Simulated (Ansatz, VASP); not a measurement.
One calculation of Mg, two programs

INCAR

```
  PREC = Accurate
  ENCUT = 520
  EDIFF = 1E-6
  ISMEAR = -1
  SIGMA = 0.05
  LREAL = False
  LASPH = True
  NELM = 80
  ALGO = Normal
  ISIF = 2
  LWAVE = False
  LCHARG = False
  GGA = PE
  NBANDS = 9
```

KPOINTS

```
Automatic mesh
0
Gamma
  8 8 5
```

POSCAR

```
Mg
1.0
    3.2093000000      0.0000000000      0.0000000000
   -1.6046500000      2.7793353284      0.0000000000
    0.0000000000      0.0000000000      5.1581970000
Mg
2
Direct
    0.6666666667      0.3333333333      0.7500000000
    0.3333333333      0.6666666667      0.2500000000
```

The input input.yaml:

```yaml
crystal:
  lattice:
    - [3.2093, 0.0, 0.0]
    - [-1.60465, 2.7793353284, 0.0]
    - [0.0, 0.0, 5.158197]
  atoms:
    - { symbol: Mg, position: [0.6666666667, 0.3333333333, 0.75] }
    - { symbol: Mg, position: [0.3333333333, 0.6666666667, 0.25] }
hamiltonian:
  xc: pbe
  pseudopotentials: { kind: paw }
kpoints:
  mp_grid: { grid: [8, 8, 5] }
scf:
  occupations: { method: fermi_dirac, width: 0.05 }
output:
  forces: true
  stress: true
  eigenvalues: true
```

Alike in both runs: task single point; functional PBE; k mesh 8 × 8 × 5; occupations fermi-dirac, width 0.05 eV; no spin polarisation.

|  | VASP | Ansatz |
| --- | --- | --- |
| version | VASP 6.6.1 | Ansatz 0.2.0 |
| potentials or method | VASP PAW PBE potentials, release 64 (Mg) | Ansatz PAW |
| plane-wave cutoff (eV) | 520 | 420 |
| valence electrons in the cell | 4 | 20 |

VASP gave:

| Item | Value |
| --- | --- |
| gap on the k mesh at the Fermi level (eV) | none |
| pressure (GPa) | -0.2 |
| largest component of the traceless stress (GPa) | 0.73 |

What did Ansatz give for the same quantities?

gap on the k mesh at the Fermi level (eV): none; pressure (GPa): -0.1; largest component of the traceless stress (GPa): 0.73.

A gap of «none» marks a metal or a gap that the smearing closes. The two sets of potentials don't hold the same shells in valence.
